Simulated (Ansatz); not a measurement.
**Sc (omega type): how the settings move a single-point run**

Question: which choices in the input matter for Sc (omega type)?

Computed with Ansatz 0.2.0 (reference: DFT, PBE, all-electron LAPW, scalar-relativistic, unless a step's input says otherwise).

1 further run of the same task is left out (it didn't finish).

### 1 The starting structure

Symmetry: P6/mmm, No. 191, hexagonal system. The conventional cell has a = 4.837 Å, b = 4.837 Å, c = 3.046 Å, α = 90.00°, β = 90.00°, γ = 120.00°. Sc (site symmetry 6/mmm) has 14 Sc at 3.05 to 3.18 Å as nearest neighbours. Around Sc (site symmetry -6m2) lie 11 Sc at 2.79 to 3.18 Å.

As a file:

```
CELL_PARAMETERS angstrom
4.83657 0.00000 0.00000
-2.41828 4.18859 0.00000
0.00000 0.00000 3.04591
ATOMIC_POSITIONS crystal
Sc 0.00000 0.00000 0.00000
Sc 0.33333 0.66667 0.50000
Sc 0.66667 0.33333 0.50000
```

### 2 Reference

Input file input.yaml:

```yaml
crystal:
  lattice:
    - [4.8365697325, 0.0, 0.0]
    - [-2.4182848662, 4.1885922555, 0.0]
    - [0.0, 0.0, 3.0459062202]
  atoms:
    - { symbol: Sc, position: [0.0, 0.0, 0.0] }
    - { symbol: Sc, position: [0.3333333333, 0.6666666667, 0.5] }
    - { symbol: Sc, position: [0.6666666667, 0.3333333333, 0.5] }
kpoints:
  mp_grid: { grid: [8, 8, 11] }
scf:
  occupations: { method: fermi_dirac, width: 0.05 }
hamiltonian:
  xc: pbe
  pseudopotentials: { kind: all_electron, lapw: { basis_error: 0.001 } }
output:
  forces: true
  stress: true
  eigenvalues: true
  populations: true
```

Run with:

```bash
$ ansatz run input.yaml --threads 1 --pin off --max-ram 3072MiB --backend cpu --events-out ev --progress --plain --runs-dir out
```

### 3 Variant: mp_grid.shift [0.5, 0.5, 0.5], dispersion d3bj

Changes to input.yaml since step 2:

```diff
@@ -10,3 +10,3 @@
 kpoints:
-  mp_grid: { grid: [8, 8, 11] }
+  mp_grid: { grid: [8, 8, 11], shift: [0.5, 0.5, 0.5] }
 scf:
@@ -16,2 +16,3 @@
   pseudopotentials: { kind: all_electron, lapw: { basis_error: 0.001 } }
+  dispersion: d3bj
 output:
```

What does the calculation give? Wanted: for each run, ending; energy change; pressure; gap; force.

As calculated:

```tsv
run	ending	energy change	pressure (GPa)	gap (eV)	force (eV/Å)	cycles	time
reference	converged	0	12.3	0.00	0.00	8	19 s
1: mp_grid.shift [0.5, 0.5, 0.5], dispersion d3bj	converged	-467.9 meV/atom (offset of the dispersion model)	8.4	0.00	0.00	9	42 s
```

Residual by cycle in the longest SCF loop of each run; runs are numbered as in the table. The quantity is the density residual dr2, in eV.

```tsv
cycle	reference	run 1
1	0.185	0.183
2	0.0711	0.0707
3	0.109	0.124
4	0.0324	0.0293
5	0.00376	2.7e-4
6	1.3e-4	5.0e-6
7	1.4e-6	9.8e-7
8	3.6e-9	1.0e-7
9	-	1.7e-9
```

What this shows: The energy moves by -467.9 meV/atom, nearly all of it the dispersion term itself (-467.9 meV/atom); that offset belongs to the model and is no gain or loss of stability; the pressure goes from 12.3 to 8.4 GPa. The structure is not at rest: the sound run finds 12 GPa, so these are no properties of the relaxed crystal. 
